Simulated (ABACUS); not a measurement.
**Li2Se under changes of volume**

One of the cells (18.045 Å³/atom); the others are scaled copies at fixed shape and fractional positions:

```
CELL_PARAMETERS angstrom
0.00000 3.00250 3.00250
3.00250 0.00000 3.00250
3.00250 3.00250 0.00000
ATOMIC_POSITIONS crystal
Se 0.00000 0.00000 0.00000
Li 0.75000 0.75000 0.75000
Li 0.25000 0.25000 0.25000
```

* Program: ABACUS 3.10.1
* Functional: PBEsol
* Potentials or basis: PseudoDojo NC SR 0.4.1 PBEsol standard
* Cutoff: 1184 eV
* Density cutoff: 4735 eV
* Basis: plane waves
* k mesh: 8 × 8 × 8
* Occupations: fermi-dirac, width 0.05 eV
* Spin: no spin polarisation

```tsv
volume (Å³/atom)	energy over the lowest point (meV/atom)	pressure (GPa)	gap on the mesh (eV)
16.962	?	?	?
17.323	0.03	0.4	2.81
17.684	0.00	-0.4	2.83
18.045	1.53	-1.0	2.84
18.406	4.46	-1.6	2.86
18.767	8.67	-2.1	2.87
19.128	14.04	-2.6	2.89
```

Problem. What does the run at 16.962 Å³/atom give?

Solution. Energy over the lowest point 1.78 meV/atom; pressure 1.2 GPa; gap on the mesh 2.79 eV.

Worked out: A Birch-Murnaghan fit of order 3 (a polynomial in V^(-2/3)) to the other rows has its minimum at 17.51 Å³/atom with B0 = V·E''(V) = 35 GPa and B' = 3.8. It gives 1.77 meV/atom at 16.962 Å³/atom, against the run's 1.78, and -dE/dV = 1.2 GPa, against 1.2. A straight line through the other rows of the gap, of slope 0.778 eV per unit of ln V, extrapolates to 2.79 eV, against the run's 2.79.

Energies are extrapolated to zero smearing.

A mesh can miss the band edges. Spin-orbit coupling on Se is left out.
